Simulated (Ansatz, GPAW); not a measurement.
**One calculation of Pt, 3 ways**

```
Pt
1.0
     0.00000    1.96090    1.96090
     1.96090    0.00000    1.96090
     1.96090    1.96090    0.00000
Pt
1
Direct
  0.00000 0.00000 0.00000
```

Alike in all runs: task band structure; functional BLYP; k mesh 12 × 12 × 12; occupations fermi-dirac, width 0.05 eV; no spin polarisation; no spin-orbit coupling. Pressure is positive in compression and, in plane waves, holds the error of the finite cutoff, which Ansatz's Pulay term estimates and takes out.

| program and potentials | plane-wave cutoff (eV) | notes | pressure (GPa) |
| --- | --- | --- | --- |
| Ansatz, Ansatz PAW | 420 | potentials made for PBE, which Ansatz adapts in part; 18 valence electrons an atom on average; Pulay term of +0.07 GPa included | 25.58 |
| Ansatz, all-electron LAPW, scalar-relativistic | - | - | 25.56 |
| GPAW, PAW data sets generated for this functional | 600 | 16 valence electrons an atom on average | 24.24 |

The pressure spans 24.24 (GPAW, PAW data sets generated for this functional) to 25.58 GPa (Ansatz, Ansatz PAW), with all-electron results at 25.56. Some sets were made for another functional than the one run, which can shift their rows. The cell lies far from this level's equilibrium.

The functional is the same throughout but for its coding, so the spread measures potentials, basis and numerics; runs on potential files found faulty are left out.

All three runs put platinum under strong compression, although the cell is close to the metal's measured lattice constant. The pressure is therefore mainly an error of the functional, not a sign that the real crystal is strained. BLYP is built on atomic and molecular energetics: its correlation part doesn't recover the uniform electron gas, and its exchange favours inhomogeneous densities. Both weaken the cohesion of delocalised s and d electrons, so the balance with the repulsion between filled shells moves to a larger volume.

The potentials matter far less than this shared offset. The Ansatz PAW value of 25.58 GPa almost coincides with the all-electron 25.56 GPa, which suggests that its core treatment carries over well to this functional, though compensating errors can't be excluded. GPAW is lower at 24.24 GPa, possibly because its smaller valence space leaves the 5s shell frozen. A single volume gives neither the equilibrium lattice constant nor the bulk modulus, so the offset in pressure can't be turned into an error in bond length here.
